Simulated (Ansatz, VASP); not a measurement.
**B in VASP and in Ansatz**

```
CELL_PARAMETERS angstrom
1.86352 0.00000 0.00000
0.00000 1.86352 0.00000
0.00000 0.00000 1.86352
ATOMIC_POSITIONS crystal
B 0.00000 0.00000 0.00000
```

Alike in both runs: task single point; functional LDA; k mesh 19 × 19 × 19; occupations fermi-dirac, width 0.1 eV; no spin polarisation.

|  | VASP | Ansatz |
| --- | --- | --- |
| version | VASP 6.6.1 | Ansatz 0.2.0 |
| potentials or method | VASP PAW LDA potentials, release 64 (B) | plane waves (420 eV) with PAW, scalar-relativistic |
| plane-wave cutoff (eV) | 520 | 420 |
| valence electrons in the cell | 3 | 3 |

Ansatz gave:

- pressure (GPa): 0.2

Problem. Which values does VASP return?

Solution. Pressure (GPa): 0.6.

Ansatz warned: «pseudo_functional_mismatch».
